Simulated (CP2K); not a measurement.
## Pt under changes of volume

One of the cells (15.080 Å³/atom); the others are scaled copies at fixed shape and fractional positions:

```
CELL_PARAMETERS angstrom
2.77313 0.00000 0.00000
1.38657 2.40160 0.00000
1.38657 0.80053 2.26425
ATOMIC_POSITIONS crystal
Pt 0.00000 0.00000 0.00000
```

```yaml
Program: CP2K 2026.2
Functional: PBE
Potentials_or_basis: POTENTIAL_UZH Pt GTH-PBE-q18; TZVP-MOLOPT-PBE-GTH basis
Density_cutoff: 6123 eV
k_mesh: 12 × 12 × 12
Occupations: fermi-dirac, width 0.05 eV
Spin: no spin polarisation
```

| volume (Å³/atom) | energy over the lowest point (meV/atom) | pressure (GPa) |
| --- | --- | --- |
| 14.175 | ? | ? |
| 14.477 | 79.92 | 24.0 |
| 14.778 | 41.94 | 16.7 |
| 15.080 | 16.90 | 10.2 |
| 15.381 | 3.36 | 4.4 |
| 15.683 | 0.00 | -0.6 |
| 15.985 | 5.67 | -5.1 |

**Question.** What does the run at 14.175 Å³/atom give?

**Answer.** Energy over the lowest point 132.53 meV/atom; pressure 32.3 GPa.

Worked out: A Birch-Murnaghan fit of order 3 (a polynomial in V^(-2/3)) to the other rows has its minimum at 15.64 Å³/atom with B0 = V·E''(V) = 252 GPa and B' = 5.3. It gives 132.72 meV/atom at 14.175 Å³/atom, against the run's 132.53, and -dE/dV = 32.3 GPa, against 32.3.

Energies are extrapolated to zero smearing.

Caveats: the basis of atomic orbitals isn't converged, which shifts pressures, moduli and gaps.
